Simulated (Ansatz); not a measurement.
GaSb (I-4m2), stationary points along a deformation path

Level of theory: DFT PBE, scalar-relativistic, plane waves, PAW in Ansatz 0.2.0. The runs took a 420 eV cutoff, a Γ-centred 24×24×24 mesh and Gaussian smearing (0.15 eV). No spin polarisation. Energies are free energies at this smearing, counted from the undisturbed cell; pressure is positive in compression.

The undisturbed cell (relaxed at this level; this form isn't the usual structure):

```xyz
2
Lattice="-2.7657 2.7657 1.5811 2.7657 -2.7657 1.5811 2.7657 2.7657 -1.5811" Properties=species:S:1:pos:R:3 pbc="T T T"
Ga    2.7657    0.0000    0.7905
Sb    0.0000    0.0000    0.0000
```

At fixed volume and fractional coordinates, lengths along (0.000, 0.000, 1.000) are scaled against those across it; ρ is that ratio over its starting value. V = 24.188 Å³/atom. Δσ is the stress along the axis less the mean stress across it (compression positive).

| ρ | ΔE (meV/atom) | Δσ (GPa) | space group |
| --- | --- | --- | --- |
| 0.800 | 173.0 | 17.29 | I-4m2 |
| 0.850 | 85.6 | 11.97 | I-4m2 |
| 0.920 | 19.1 | 5.07 | I-4m2 |
| 0.960 | 3.4 | 2.22 | I-4m2 |
| 1.000 | 0.0 | -0.42 | I-4m2 |
| 1.050 | 6.9 | -2.37 | I-4m2 |
| 1.100 | 22.1 | -3.92 | I-4m2 |
| 1.200 | 62.5 | -4.94 | I-4m2 |

How does the stress give the slope of the energy, and where is the energy stationary?

Along the path d ln(length) is 2/3 d ln ρ on the axis and −1/3 d ln ρ across it, so dE/d ln ρ = −(2/3) V Δσ: the energy falls with ρ where Δσ is positive. Δσ vanishes or changes sign between ρ = 0.960 and 1.000, a minimum (near 0.99 by linear interpolation). Pairs of stationary points between two samples would go unseen, and could change a minimum read from distant neighbours into a maximum.

Integrate that slope from ρ = 1 to 0.850 by the trapezoid rule.

With V/N in Å³ and 1 eV/Å³ = 160.2 GPa the slopes at ρ = 1.000, 0.960, 0.920, 0.850 are 43, -223, -510, -1205 meV/atom per unit of ln ρ. The steps add 3.7 + 15.6 + 67.8 = 87.1 meV/atom, against 85.6 from the energies; the trapezoid rule misses the curvature of the slope within each step.

In a metal these slopes depend on the k mesh and the smearing.

Cost: 8 runs of about 5.6 core-minutes in all, on Intel Xeon 6975P-C (Granite Rapids) (shared hosts).